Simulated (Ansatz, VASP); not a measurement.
# One calculation of Co, two programs

INCAR

```
SYSTEM = Co
ALGO     = Normal         ! electronic algorithm
EDIFF    = 1E-6           ! SCF threshold, eV
ENCUT    = 520            ! plane-wave cutoff, eV
GGA      = RE             ! functional
ISIF     = 2              ! what is computed and relaxed
ISMEAR   = -1             ! smearing method
ISPIN    = 2              ! spin polarisation
LASPH    = .TRUE.         ! aspherical terms in the spheres
LCHARG   = .FALSE.        ! write CHGCAR
LMAXMIX  = 4              ! l up to which the mixer works
LORBIT   = 11             ! projections on sites
LREAL    = .FALSE.        ! projectors in reciprocal space
LWAVE    = .FALSE.        ! write WAVECAR
MAGMOM   = 1.868          ! initial moments
NBANDS   = 14             ! bands
NELM     = 150            ! most SCF steps
PREC     = Accurate       ! precision mode
SIGMA    = 0.05           ! smearing width, eV
```

Contents of KPOINTS:

```
k-points
0
G
  17 17 17
  0 0 0
```

The input POSCAR:

```
Co
1.0
   -1.3968052478      1.3968052478      1.3968052478
    1.3968052478     -1.3968052478      1.3968052478
    1.3968052478      1.3968052478     -1.3968052478
Co
1
Direct
    0.0000000000      0.0000000000      0.0000000000
```

Input for Ansatz:

```yaml
crystal:
  lattice:
    - [-1.3968052478, 1.3968052478, 1.3968052478]
    - [1.3968052478, -1.3968052478, 1.3968052478]
    - [1.3968052478, 1.3968052478, -1.3968052478]
  atoms:
    - { symbol: Co, position: [0.0, 0.0, 0.0], spin: 1.868 }
hamiltonian:
  xc: revpbe
  pseudopotentials:
    kind: paw
    azcp:
      Co: "pseudopotentials/Co.paw.azcp"
basis:
  ecutwfc: 420
  fft_grid_basis: typed
kpoints:
  mp_grid: { grid: [17, 17, 17], shift: [0, 0, 0] }
magnetization:
  spin_polarized: true
scf:
  occupations: { method: fermi_dirac, width: 0.05 }
  lower_state_search: "off"
output:
  stress: true
  write_density: true
  write_potential: true
  elf: true
  volumetric_format: npy
```

Alike in both runs: task single point; functional revPBE; k mesh 17 × 17 × 17; occupations fermi-dirac, width 0.05 eV; collinear spin.

```csv
,VASP,Ansatz
version,VASP 6.6.1,Ansatz 0.2.0
potentials or method,"VASP PAW PBE potentials, release 64 (Co)","plane waves (420 eV) with PAW, scalar-relativistic"
plane-wave cutoff (eV),520,420
valence electrons in the cell,9,17
```

```csv
,VASP,Ansatz,Ansatz less VASP
pressure (GPa),7.4,8.2,+0.73
net moment per atom (μB),1.74,1.75,+0.009
size of the moment on the site where the two differ most (μB),1.76,1.82,+0.058
```

Site moments also hang on the region over which each program counts them. With one functional, cell and mesh, what is left measures potentials, basis and numerics. The two sets of potentials don't hold the same shells in valence.

Caveats: the PAW data sets were made with another functional, which shifts forces and pressure a little (VASP).
